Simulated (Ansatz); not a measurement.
Relaxed ZnTe (zinc blende):

```
ZnTe
1.0
    0.00000     3.08955     3.08955
    3.08955     0.00000     3.08955
    3.08955     3.08955     0.00000
Te Zn
1 1
Direct
  0.75000   0.75000   0.75000
  0.00000   0.00000   0.00000
```

The atoms are displaced by Q × the pattern below (from a DFPT mode at Γ, largest move 1; Q in Å), at fixed cell. It is one choice among 3 degenerate patterns.

| atom | x | y | z |
|---|---|---|---|
| Te1 | 0.000 | 0.000 | 0.512 |
| Zn2 | 0.000 | 0.000 | -1.000 |

Computed with PBE (plane waves to 420 eV, PAW, scalar-relativistic; Ansatz, a program for electronic structure). k mesh 9×9×9 (Γ-centred), Fermi-Dirac smearing 0.05 eV. E stands for the smeared free energy. Spin-orbit coupling is left out, though Te is heavy. ZnTe was relaxed with its symmetry unable to fall. ΔE is measured from the undisplaced structure.

```csv
Q (Å),ΔE (meV/cell)
-0.2800,withheld
-0.2333,273
-0.1867,176
-0.1400,100
-0.0933,45
-0.0467,11
0.0000,0
0.0467,11
0.0933,45
0.1400,100
0.1867,176
0.2333,273
0.2800,withheld
```

Q: Fit an even polynomial form (powers 2, 4) to the given rows and predict ΔE at Q = -0.2800.

A: Least squares on the 11 given rows: ΔE = (5141)·Q² + (-2338)·Q⁴, in meV/cell with Q in Å; root-mean-square residual 0.3 meV/cell. At -0.2800 the fit gives 389 meV/cell; the calculation gives 388 meV/cell, so the extrapolation is off by 1 (+0.3 %). The quadratic term alone would give 403 meV/cell.

(For displaced atoms, the force is minus the slope of the energy, and its curvature is a force constant, which sets phonon frequencies.)
